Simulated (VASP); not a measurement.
# TaN (P6_3/mmc) in VASP: settings compared, part 2 of 2

VASP 6.6.1. The steps go on from the part before.

### Step 3. Elastic constants, PBE

File POSCAR:

```
TaN
1.0
    2.9217699809      0.0000000000      0.0000000000
   -1.4608849905      2.5303270275      0.0000000000
    0.0000000000      0.0000000000      5.9165150000
Ta N
2 2
Direct
    0.0000000000      0.0000000000      0.5000000000
    0.0000000000      0.0000000000      0.0000000000
    0.3333333333      0.6666666667      0.2500000000
    0.6666666667      0.3333333333      0.7500000000
```

File INCAR.step1:

```
SYSTEM = TaN
PREC     = Accurate       ! precision mode
ENCUT    = 600            ! plane-wave cutoff, eV
EDIFF    = 1E-8           ! SCF threshold, eV
ISMEAR   = -1             ! smearing method
SIGMA    = 0.05           ! smearing width, eV
LREAL    = .False.        ! projectors in reciprocal space
LASPH    = .True.         ! aspherical terms in the spheres
NELM     = 100            ! most SCF steps
ALGO     = Fast           ! electronic algorithm
ISIF     = 3              ! what is computed and relaxed
LWAVE    = .False.        ! write WAVECAR
LCHARG   = .False.        ! write CHGCAR
GGA      = PE             ! functional
IBRION   = 2              ! ionic algorithm
NSW      = 40             ! ionic steps
EDIFFG   = -0.002         ! ionic threshold
```

File INCAR.step2:

```
SYSTEM = TaN
PREC     = Accurate       ! precision mode
ENCUT    = 600            ! plane-wave cutoff, eV
EDIFF    = 1E-8           ! SCF threshold, eV
ISMEAR   = -1             ! smearing method
SIGMA    = 0.05           ! smearing width, eV
LREAL    = .False.        ! projectors in reciprocal space
LASPH    = .True.         ! aspherical terms in the spheres
NELM     = 100            ! most SCF steps
ALGO     = Fast           ! electronic algorithm
ISIF     = 3              ! what is computed and relaxed
LWAVE    = .False.        ! write WAVECAR
LCHARG   = .False.        ! write CHGCAR
GGA      = PE             ! functional
IBRION   = 6              ! ionic algorithm
NFREE    = 2            
POTIM    = 0.015          ! step
NSW      = 1              ! ionic steps
```

File KPOINTS:

```
regular mesh
0
Gamma
  7 7 4
  0 0 0
```

Potentials or basis: VASP PAW PBE potentials, release 64 (Ta_pv, N).

Launch:

```bash
cat potpaw_PBE.64/Ta_pv/POTCAR potpaw_PBE.64/N/POTCAR > POTCAR
cp INCAR.step1 INCAR
mpirun -np 1 vasp_std > vasp.out
cp CONTCAR POSCAR
cp INCAR.step2 INCAR
mpirun -np 1 vasp_std > vasp.out
```

OUTCAR:

```text
SYSTEM = TaN
   PREC = Accurate
   ENCUT = 600
   EDIFF = 1E-8
   ISMEAR = -1
   LREAL = .False.
   LASPH = .True.
   NELM = 100
   ISIF = 3
   GGA = PE
   IBRION = 6
   NFREE = 2
   POTIM = 0.015
   NSW = 1

 ion  position               nearest neighbor table
   1  0.000  0.000  0.500-   3 2.24   4 2.24   4 2.24   3 2.24   4 2.24   3 2.24   2 2.96   2 2.96

   2  0.000  0.000  0.000-   3 2.24   4 2.24   4 2.24   3 2.24   4 2.24   3 2.24   1 2.96   1 2.96

[... 1100 lines left out ...]
  12 f/i=    0.001551 THz     0.009747 2PiTHz    0.051747 cm-1     0.006416 meV
             X         Y         Z           dx          dy          dz
      0.000000  0.000000  2.964251    -0.000000    0.000000    0.681262
      0.000000  0.000000  0.000000    -0.000000    0.000000    0.681262
     -0.000000  1.683478  1.482125    -0.000000    0.000000    0.189426
      1.457935  0.841739  4.446376    -0.000000    0.000000    0.189426

--------------------------------------------------------------------------------------------------------

 ELASTIC MODULI CONTR FROM IONIC RELAXATION (kBar)
 Direction    XX          YY          ZZ          XY          YZ          ZX
 --------------------------------------------------------------------------------
 XX        -324.5387    324.5387     -0.0000      0.0000      0.0000      0.0000
 YY         324.5387   -324.5387      0.0000      0.0000      0.0000      0.0000
 ZZ          -0.0000      0.0000     -0.0000      0.0000      0.0000      0.0000
 XY           0.0000      0.0000      0.0000   -324.5387      0.0000      0.0000
 YZ           0.0000      0.0000      0.0000      0.0000      0.0000      0.0000
 ZX           0.0000      0.0000      0.0000      0.0000      0.0000      0.0000
 --------------------------------------------------------------------------------

 TOTAL ELASTIC MODULI (kBar)
 Direction    XX          YY          ZZ          XY          YZ          ZX
 --------------------------------------------------------------------------------
 XX        5270.4663   2744.9342   1394.7150     -0.0000      0.0000      0.0000
 YY        2744.9342   5270.4663   1394.7150     -0.0000      0.0000     -0.0000
 ZZ        1394.7150   1394.7150   8004.4932     -0.0000     -0.0000      0.0000
 XY          -0.0000     -0.0000     -0.0000   1262.7661     -0.0000      0.0000
 YZ           0.0000     -0.0000     -0.0000     -0.0000   2592.6748     -0.0000
 ZX           0.0000      0.0000      0.0000      0.0000     -0.0000   2592.6749
 --------------------------------------------------------------------------------
```

Run time: 12 min. Hardware: 1 thread of AMD EPYC 9R45 (Zen 5), shared host; peak memory 0.23 GiB.

What came out:

- Relaxed volume: 10.91 Å³/atom
- Relaxed cell: a = 2.916 Å, b = 2.916 Å, c = 5.929 Å, α = 90.00°, β = 90.00°, γ = 120.00°
- Space group after relaxing (to 0.05 Å): P6_3/mmc (No. 194)
- Voigt bulk modulus: 329 GPa
- Highest phonon frequency at Γ, LO-TO splitting left out: 528 cm⁻¹

Step by step:
| step | energy change (eV) | largest force (eV/Å) | pressure (GPa) | volume (Å³) |
| --- | --- | --- | --- | --- |
| 1 | 0.0000 | 0.0000 | -0.53 | 43.74 |
| 2 | 0.0001 | 0.0000 | 0.95 | 43.51 |
| 3 | -0.0010 | 0.0000 | 0.18 | 43.63 |
| 4 | -0.0010 | 0.0000 | -0.33 | 43.70 |
| 5 | -0.0010 | 0.0000 | 0.01 | 43.65 |

Final structure:
```
CELL_PARAMETERS angstrom
2.91587 0.00000 0.00000
-1.45794 2.52522 0.00000
0.00000 0.00000 5.92850
ATOMIC_POSITIONS crystal
Ta 0.00000 0.00000 0.50000
Ta 0.00000 0.00000 0.00000
N 0.33333 0.66667 0.25000
N 0.66667 0.33333 0.75000
```

Phonon frequencies in cm⁻¹ (negative: imaginary):
```csv
q point,frequencies
"(0.000, 0.000, 0.000)",0 0 0 140 140 248 399 399 475 475 492 528
```

Elastic tensor in Voigt notation (GPa, in the Cartesian axes of the cell as first typed):
```
527 274 139   0   0   0
274 527 139   0   0   0
139 139 800   0   0   0
  0   0   0 259   0   0
  0   0   0   0 259   0
  0   0   0   0   0 126
```

Clamped-ion elastic tensor (GPa):
```
560 242 139   0   0   0
242 560 139   0   0   0
139 139 800   0   0   0
  0   0   0 259   0   0
  0   0   0   0 259   0
  0   0   0   0   0 159
```

Spin-orbit coupling is left out, which matters for the levels of Ta.

### Step 4. For comparison

An earlier run on the cell as given: functional PBE; potentials or basis VASP PAW PBE potentials, release 64 (Ta_pv, N); cutoff 520 eV; k mesh 10 × 10 × 5; occupations fermi-dirac, width 0.05 eV; no spin polarisation.

* Pressure: -0.4 GPa
* Band gap on the k mesh: none (metal or under the smearing width)

### Step 5. Overview

```tsv
task	level	cell	k mesh	cutoff (eV)	grid for exact exchange (PRECFOCK)	exchange at q = 0	ions in elastic constants	mesh quality	pressure (GPa)
band structure	PBEsol0	as given	5 × 5 × 3	520	Fast	truncated	-	coarse	-16.8
elastic constants	PBE	relaxed	7 × 7 × 4	600	-	-	relaxed	not flagged	-
single point	PBE	as given	10 × 10 × 5	520	-	-	-	not flagged	-0.4
```

Alike in all rows: potentials or basis VASP PAW PBE potentials, release 64 (Ta_pv, N); no spin polarisation; smearing fermi-dirac 0.05 eV.

Caveats: some runs use coarse meshes; so large a pressure means that the cell lies far from this level's equilibrium, or that cutoff or potentials fall short (some runs); the potentials were made for another functional, which shifts forces and pressure (some runs); spin-orbit coupling is left out, which moves the levels of the heavy elements (some runs).

Total energies depend on the potentials used, so only differences within one code and one set of settings carry meaning.
